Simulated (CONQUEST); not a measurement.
# K (P-1) in CONQUEST: convergence with smearing width

Aim: find how far smearing width must go before the results for K settle, at LDA. This setting moves, with any that are tied to it; all else stays.

All numbers are computed with CONQUEST 1.3; they aren't measurements. Logs are shortened: lines on timing, memory, paths and dates and some standing lists are left out, and cuts for length are marked.

### Step 1. The cell of the first run

The typed cell holds 2 atoms: a = 5.395 Å, b = 5.395 Å, c = 5.395 Å, α = 90.00°, β = 90.00°, γ = 90.00°.

The cell isn't the ideal one: atoms moved at random.

### Step 2. With smearing width 0.4 eV

Input file Conquest_input:

```
IO.Title K
IO.Coordinates coords.dat
IO.FractionalAtomicCoords T
IO.Iprint 2
IO.Iprint_init 1
General.NumberOfSpecies 1
General.PseudopotentialType hamann
AtomMove.TypeOfRun static
AtomMove.FullStress T
Grid.GridCutoff 120
DM.SolutionMethod diagon
Diag.MPMesh T
Diag.GammaCentred T
Diag.MPMeshX 5
Diag.MPMeshY 5
Diag.MPMeshZ 5
Diag.kT 0.01469973
minE.SCTolerance 1e-6
Diag.SmearingType 1
Diag.MPOrder 1
SC.MaxIters 100
IO.AtomChargeOutput T
%block ChemicalSpeciesLabel
1 39.100 K
%endblock
```

Input file coords.dat:

```
   10.1952936027     0.0000000000     0.0000000000
    0.0000000000    10.1952936027     0.0000000000
    0.0000000000     0.0000000000    10.1952936027
2
 -0.0032040000   0.0048910000   0.0006990000 1 T T T
  0.5007720000   0.4981020000   0.5141910000 1 T T T
```

Potentials or basis: PseudoDojo NC LDA, DZP, grid cutoff 120 Ha.

Command:

```bash
$ OMP_NUM_THREADS=1 Conquest
```

The log of the run:

```text
Simulation cell dimensions:    10.1953 a0 x    10.1953 a0 x    10.1953 a0

      Atomic coordinates (a0)
         Atom         X         Y         Z  Species
            1   10.1626    0.0499    0.0071        1
            2    5.1055    5.0783    5.2423        1

         Monkhorst-Pack mesh:   5 x   5 x   5 gamma-centred
        This calculation includes non-local pseudopotentials,
         with a maximum core radius of     11.52907648

    Job title: K
    Job to be run: static calculation

    Ground state search:
      Support functions represented with PAO basis
      1:1 PAO to SF mapping
      Non-spin-polarised electrons
      Solving for the K matrix using diagonalisation
      Using order  1 Methfessel-Paxton smearing

    Integration grid size:     60 x   60 x   60

    Integration grid spacing:  0.170 a0 x 0.170 a0 x 0.170 a0

    Number of species:  1
    --------------------------------------------------------
    |   #  mass (au)  Charge (e)  SF Rad (a0)  NSF  Label  |
    --------------------------------------------------------
    |   1     39.100       9.000       11.725   14  K      |
    --------------------------------------------------------
          SCF tolerance:                 0.00000100
          SCF iterations:               100

    LibXC version:  6. 2. 2
    Using the LDA functional Slater exchange
    Using the LDA functional Perdew & Wang

[... 23 lines left out ...]
          Free Energy (E-TS)               :       -59.825847834474509 Ha
          DFT Total Energy                 :       -59.824828125364121 Ha
          Total number of electrons        :        18.000084199120462
    PulayMixSC: Pulay iteration     2 residual:              0.40967E-03
          Proc:     0 findFermi_fixspin: Warning! Diag.NElecLess >= total number of electrons for spin channel  1 setting it equal to number of electrons, but this is slow and you may want to change it to something smaller.
          Harris-Foulkes Energy            :       -59.824924135093205 Ha
          GroundState Energy (kT --> 0)    :       -59.825364036915687 Ha
          Free Energy (E-TS)               :       -59.825583987826931 Ha
          DFT Total Energy                 :       -59.824924448735501 Ha
          Total number of electrons        :        18.000146831262057
    PulayMixSC: Pulay iteration     3 residual:              0.38256E-04
          Proc:     0 findFermi_fixspin: Warning! Diag.NElecLess >= total number of electrons for spin channel  1 setting it equal to number of electrons, but this is slow and you may want to change it to something smaller.
          Harris-Foulkes Energy            :       -59.824924994571148 Ha
          GroundState Energy (kT --> 0)    :       -59.825364900152614 Ha
          Free Energy (E-TS)               :       -59.825584852943351 Ha
          DFT Total Energy                 :       -59.824924975036524 Ha
          Total number of electrons        :        18.000171869197420
    PulayMixSC: Pulay iteration     4 residual:              0.35252E-05
          Proc:     0 findFermi_fixspin: Warning! Diag.NElecLess >= total number of electrons for spin channel  1 setting it equal to number of electrons, but this is slow and you may want to change it to something smaller.
          Harris-Foulkes Energy            :       -59.824924691312511 Ha
          GroundState Energy (kT --> 0)    :       -59.825364612093395 Ha
          Free Energy (E-TS)               :       -59.825584572483834 Ha
          DFT Total Energy                 :       -59.824924690421554 Ha
          Total number of electrons        :        18.000172998150770
    PulayMixSC: Pulay iteration     5 residual:              0.86715E-06
    PulayMixSC: Reached SCF tolerance of  0.86715E-06 after      5 iterations
      | Number of electrons      =        18.000173
      |* band energy as 2Tr[K.H] =       -13.890433090613122 Ha
      |  screened ion-ion energy =       -45.628808839707816 Ha
      |  Ha correction           =         0.421609550648851 Ha
      |  XC correction           =        -0.727289266931675 Ha
      | GS Energy with kT -> 0   =       -59.825364612093395 Ha
      | Free Energy as E-TS      =       -59.825584572483834 Ha
      |* Harris-Foulkes energy   =       -59.824924691312511 Ha
      |* DFT total energy        =       -59.824924690421554 Ha
      |  estimated accuracy      =        -0.000000000890957 Ha

    force: Forces on atoms (Ha/a0)
    force:  Atom   X              Y              Z
    force:     1   0.0000369759  -0.0001083700   0.0004285133
    force:     2  -0.0000972396   0.0001489591  -0.0004786277

    force: Maximum force :        0.00047863(Ha/a0) on atom         2 in z direction
    force: Force Residual:        0.00047826 Ha/a0
    force: Total stress:          0.54481654    -0.00071631    -0.00142252 GPa
                            -0.00071631     0.54976034     0.00222920
                            -0.00142252     0.00222920     0.54494042
    force: Average pressure:     -0.54650577 GPa

    force: Finished force
    get_E_and_F: Change in energy during last step of electronic optimisation:  0.30326E-06

    BIBLIOGRAPHY: Please consider citing the following references in the conquest.bib file

    CONQUEST:         Bowler2002pt, Miyazaki2004, Nakata2020
    Basis:            Bowler2019
    DM:               Bowler:2006xr
    Pseudopotentials: Hamann2013, Bowler2019
    XC references from LibXC:
      P. A. M. Dirac.,  Math. Proc. Cambridge Philos. Soc. 26, 376 (1930)
```

Run time: 1.8 min. Hardware: 1 thread of Intel Xeon Platinum 8259CL at 2.50GHz (Skylake/Cascade Lake), shared host; peak memory 1.4 GiB.

What came out:

| Item | Value |
| --- | --- |
| Free energy | -1627.9371 eV |
| Pressure | -0.5 GPa |
| Largest force | 0.026 eV/Å |
| Band gap on the k mesh | none (metal or under the smearing width) |

### Step 3. With smearing width 0.3 eV

Conquest_input: that of step 2 with these lines changed.

```diff
@@ -16,3 +16,3 @@
 Diag.MPMeshZ 5
-Diag.kT 0.01469973
+Diag.kT 0.01102480
 minE.SCTolerance 1e-6
```

coords.dat is that of step 2.

Potentials or basis: PseudoDojo NC LDA, DZP, grid cutoff 120 Ha.

Command:

```bash
$ OMP_NUM_THREADS=1 Conquest
```

Run time: 1.7 min. Hardware: 1 thread of Intel Xeon Platinum 8259CL at 2.50GHz (Skylake/Cascade Lake), shared host; peak memory 1.4 GiB.

The run converged. Its results:

* Free energy: -1627.9327 eV
* Pressure: -0.5 GPa
* Largest force: 0.026 eV/Å
* Band gap on the k mesh: none (metal or under the smearing width)

### Step 4. With smearing width 0.2 eV

Conquest_input: that of step 3 with these lines changed.

```diff
@@ -16,3 +16,3 @@
 Diag.MPMeshZ 5
-Diag.kT 0.01102480
+Diag.kT 0.00734986
 minE.SCTolerance 1e-6
```

coords.dat is that of step 3.

Command:

```bash
$ OMP_NUM_THREADS=1 Conquest
```

It took 84 s on 1 thread of Intel Xeon Platinum 8259CL at 2.50GHz (Skylake/Cascade Lake), shared host; peak memory 1.4 GiB.

It converged, with:

```yaml
Free_energy: -1627.9302 eV
Pressure: -0.6 GPa
Largest_force: 0.026 eV/Å
Band_gap_on_the_k_mesh: none (metal or under the smearing width)
```

### Step 5. With smearing width 0.1 eV

Conquest_input: that of step 4 with these lines changed.

```diff
@@ -16,3 +16,3 @@
 Diag.MPMeshZ 5
-Diag.kT 0.00734986
+Diag.kT 0.00367493
 minE.SCTolerance 1e-6
```

coords.dat is that of step 4.

Command:

```bash
$ OMP_NUM_THREADS=1 Conquest
```

Run time: 97 s. Hardware: 1 thread of Intel Xeon Platinum 8259CL at 2.50GHz (Skylake/Cascade Lake), shared host; peak memory 1.4 GiB.

Results (log left out):

```yaml
Free_energy: -1627.9310 eV
Pressure: -0.6 GPa
Largest_force: 0.026 eV/Å
Band_gap_on_the_k_mesh: none (metal or under the smearing width)
```

### Step 6. With smearing width 0.05 eV

Conquest_input: that of step 5 with these lines changed.

```diff
@@ -16,3 +16,3 @@
 Diag.MPMeshZ 5
-Diag.kT 0.00367493
+Diag.kT 0.00183747
 minE.SCTolerance 1e-6
```

coords.dat is that of step 5.

Potentials or basis: PseudoDojo NC LDA, DZP, grid cutoff 120 Ha.

Command:

```bash
$ OMP_NUM_THREADS=1 Conquest
```

Run time: 93 s. Hardware: 1 thread of Intel Xeon Platinum 8259CL at 2.50GHz (Skylake/Cascade Lake), shared host; peak memory 1.4 GiB.

Results (log left out):

```yaml
Free_energy: -1627.9312 eV
Pressure: -0.6 GPa
Largest_force: 0.026 eV/Å
Band_gap_on_the_k_mesh: none (metal or under the smearing width)
```

### Step 7. With smearing width 0.025 eV

Conquest_input: that of step 6 with these lines changed.

```diff
@@ -16,3 +16,3 @@
 Diag.MPMeshZ 5
-Diag.kT 0.00183747
+Diag.kT 0.00091873
 minE.SCTolerance 1e-6
```

coords.dat is that of step 6.

Command:

```bash
$ OMP_NUM_THREADS=1 Conquest
```

Wall time 1.7 min (1 thread of Intel Xeon Platinum 8259CL at 2.50GHz (Skylake/Cascade Lake), shared host); peak memory 1.4 GiB.

Results (log left out):

| Property | Result |
| --- | --- |
| Free energy | -1627.9309 eV |
| Pressure | -0.6 GPa |
| Largest force | 0.026 eV/Å |
| Band gap on the k mesh | none (metal or under the smearing width) |

### Step 8. With smearing width 0.01 eV

Conquest_input: that of step 7 with these lines changed.

```diff
@@ -16,3 +16,3 @@
 Diag.MPMeshZ 5
-Diag.kT 0.00091873
+Diag.kT 0.00036749
 minE.SCTolerance 1e-6
```

coords.dat is that of step 7.

Command:

```bash
$ OMP_NUM_THREADS=1 Conquest
```

Run time: 1.9 min. Hardware: 1 thread of Intel Xeon Platinum 8259CL at 2.50GHz (Skylake/Cascade Lake), shared host; peak memory 1.4 GiB.

It converged, with:

```
Free energy            : -1627.9307 eV
Pressure               : -0.6 GPa
Largest force          : 0.026 eV/Å
Band gap on the k mesh : none (metal or under the smearing width)
```

### Step 9. With smearing width 0.005 eV

Conquest_input: that of step 8 with these lines changed.

```diff
@@ -16,3 +16,3 @@
 Diag.MPMeshZ 5
-Diag.kT 0.00036749
+Diag.kT 0.00018375
 minE.SCTolerance 1e-6
```

coords.dat is that of step 8.

Potentials or basis: PseudoDojo NC LDA, DZP, grid cutoff 120 Ha.

Command:

```bash
$ OMP_NUM_THREADS=1 Conquest
```

Run time: 1.9 min. Hardware: 1 thread of Intel Xeon Platinum 8259CL at 2.50GHz (Skylake/Cascade Lake), shared host; peak memory 1.4 GiB.

Results (log left out):

- Free energy: -1627.9306 eV
- Pressure: -0.6 GPa
- Largest force: 0.026 eV/Å
- Band gap on the k mesh: none (metal or under the smearing width)

### Step 10. Result

| smearing width | energy less the tightest run (meV/atom) | SCF cycles | CPU time (s) | peak memory (GiB) |
| --- | --- | --- | --- | --- |
| 0.4 eV | -3.22 | 5 | 100 | 1.4 |
| 0.3 eV | -1.03 | 5 | 100 | 1.4 |
| 0.2 eV | 0.23 | 5 | 84 | 1.4 |
| 0.1 eV | -0.19 | 5 | 97 | 1.4 |
| 0.05 eV | -0.25 | 5 | 93 | 1.4 |
| 0.025 eV | -0.12 | 5 | 100 | 1.4 |
| 0.01 eV | -0.03 | 5 | 110 | 1.4 |
| 0.005 eV | 0.00 | 5 | 110 | 1.4 |

Against the tightest run, the energy stays within 1 meV/atom from 0.2 eV on. Narrower smearing needs a denser k mesh, so at a fixed mesh the narrowest width isn't the most accurate. The tightest run that finished is the yardstick and may itself not be fully converged.

Caveats: the basis of atomic orbitals isn't converged, which shifts pressures, moduli and gaps.
